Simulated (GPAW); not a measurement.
## LiCl in GPAW: convergence with density grid spacing (A)

Input of the first run (density grid spacing (A) 0.24); the others differ in this setting and in those tied to it:

File run.py:

```python
from ase.dft.bandgap import bandgap
from ase.io import read, write
from ase.units import GPa
from gpaw import GPAW, PW

atoms = read('LiCl.xyz')

calc = GPAW(mode=PW(800),
            h=0.24,
            xc='MGGA_X_R2SCAN+MGGA_C_R2SCAN',
            kpts={'size': (9, 9, 9), 'gamma': True},
            occupations={'name': 'fermi-dirac', 'width': 0.05},
            nbands=11,
            convergence={'density': 1e-05, 'energy': 1e-05},
            maxiter=100,
            txt='gpaw.txt')
atoms.calc = calc
energy = atoms.get_potential_energy()
forces = atoms.get_forces()
stress = atoms.get_stress()
calc.write('gs.gpw')
write('result.traj', atoms)
print(f'Energy: {energy:.6f} eV')
print('Forces (eV/A):')
print(forces.round(4))
print('Stress (GPa):', (stress / GPa).round(3))
print('Fermi level:', round(calc.get_fermi_level(), 4), 'eV')
print(f'Gap: {bandgap(calc)[0]:.4f} eV, direct: {bandgap(calc, direct=True)[0]:.4f} eV')
```

Contents of LiCl.xyz:

```xyz
2
Lattice="0.0000000000 2.5647700000 2.5647700000 2.5647700000 0.0000000000 2.5647700000 2.5647700000 2.5647700000 0.0000000000" Properties=species:S:1:pos:R:3 pbc="T T T"
Cl     2.5647700000      2.5647700000      2.5647700000
Li     0.0000000000      0.0000000000      0.0000000000
```

Potentials or basis: GPAW PAW data sets (gpaw-data 1.2.1), pw.

Run with:

```sh
$ OMP_NUM_THREADS=1 python run.py
```

Hardware: 1 thread of Arm Neoverse V1 (shared host).

Task: The values tried are 0.24, 0.2, 0.17, 0.15, 0.13, 0.11, 0.09, loosest first. From which on does the pressure stay within 0.1 GPa of the tightest run that finished?

Result: From 0.2 on.

```tsv
density grid spacing (A)	energy less the tightest run, at zero smearing (meV/atom)	pressure (GPa)	gap on the mesh (eV)	SCF cycles	CPU time (s)	peak memory (GiB)
0.24	4.76	-0.13	7.223	14	20	0.18
0.2	-0.25	0.07	7.228	16	31	0.18
0.17	-0.02	0.05	7.226	14	59	0.19
0.15	-0.01	0.05	7.226	14	54	0.19
0.13	-0.01	0.05	7.226	14	95	0.2
0.11	0.00	0.05	7.226	14	190	0.24
0.09	0.00	0.05	7.226	16	330	0.3
```

Against the tightest run, the energy stays within 1 meV/atom from 0.2 on; the gap on the mesh stays within 0.01 eV from 0.24 on. The tightest run that finished is the yardstick and may itself not be fully converged.

Caveat, for the tightest run too: the PAW data sets were made with another functional, which shifts forces and pressure a little; an odd mesh through Γ misses points on the zone boundary, where band edges often lie.
